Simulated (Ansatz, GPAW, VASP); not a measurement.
**Al: programs and potentials compared**

```xyz
1
Lattice="0.0000 2.0248 2.0248 2.0248 0.0000 2.0248 2.0248 2.0248 0.0000" Properties=species:S:1:pos:R:3 pbc="T T T"
Al    0.0000    0.0000    0.0000
```

Alike in all runs: task single point; functional PBE; k mesh 11 × 11 × 11; occupations gaussian, width 0.018 eV; no spin polarisation; no spin-orbit coupling. Pressure is positive in compression and, in plane waves, holds the error of the finite cutoff.

```json
{"program and potentials": "Ansatz, all-electron LAPW, scalar-relativistic", "plane-wave cutoff (eV)": "-", "notes": "-", "pressure (GPa)": "-0.50"}
{"program and potentials": "GPAW, GPAW PAW data sets (gpaw-data 1.2.1)", "plane-wave cutoff (eV)": "600", "notes": "-", "pressure (GPa)": "-0.38"}
{"program and potentials": "VASP, PBE PAW files Al, 520 eV", "plane-wave cutoff (eV)": "520", "notes": "-", "pressure (GPa)": "-0.54"}
```

The pressure spans -0.54 (VASP, PBE PAW files Al, 520 eV) to -0.38 GPa (GPAW, GPAW PAW data sets (gpaw-data 1.2.1)), with all-electron results at -0.50.

The functional is the same throughout but for its coding, so the spread measures potentials, basis and numerics; runs on potential files found faulty are left out.
